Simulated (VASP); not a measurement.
Wanted: the native input for a VASP 6.6.1 run.

| Property | Result |
| --- | --- |
| Task | single point |
| Functional | PBE |
| Potentials or basis | VASP PAW PBE potentials, release 64 (Zn, S) |
| Cutoff | 520 eV |
| k mesh | 8 × 8 × 3 |
| Occupations | gaussian, width 0.012 eV |
| Spin | no spin polarisation |
| Further INCAR settings | ALGO = Fast; EDIFF = 1e-07 |

The structure of ZnS (Wurtzite-4H) lies in POSCAR:

```
ZnS
1.0
    3.8227000000      0.0000000000      0.0000000000
   -1.9113500000      3.3105553110      0.0000000000
    0.0000000000      0.0000000000     12.5200000000
Zn S
4 4
Direct
    0.6666666667      0.3333333333      0.7500000000
    0.3333333333      0.6666666667      0.2500000000
    0.0000000000      0.0000000000      0.5000000000
    0.0000000000      0.0000000000      0.0000000000
    0.6666666667      0.3333333333      0.9375000000
    0.3333333333      0.6666666667      0.4375000000
    0.0000000000      0.0000000000      0.6875000000
    0.0000000000      0.0000000000      0.1875000000
```

The input as run:

INCAR

```
SYSTEM = ZnS
  ALGO = Fast
  EDIFF = 1E-7
  ENCUT = 520
  GGA = PE
  ISIF = 2
  ISMEAR = 0
  LASPH = .True.
  LCHARG = .False.
  LREAL = .False.
  LWAVE = .False.
  NELM = 100
  PREC = Accurate
  SIGMA = 0.012
```

KPOINTS

```
k-points
0
Gamma
  8 8 3
  0 0 0
```

Potentials or basis: VASP PAW PBE potentials, release 64 (Zn, S).

Command:

```console
$ cat potpaw_PBE.64/Zn/POTCAR potpaw_PBE.64/S/POTCAR > POTCAR
$ mpirun -np 1 vasp_std > vasp.out
```

Results of the run:

```
Pressure               : 1.6 GPa
Largest force          : 0.044 eV/Å
Band gap on the k mesh : 2.13 eV, direct
```

Caveat: an odd mesh through Γ misses points on the zone boundary, where band edges often lie.

Run time: 2.4 min on 1 thread of Intel(R) Xeon(R) Platinum 8488C (Sapphire Rapids), on a shared host, peak memory 0.31 GiB.
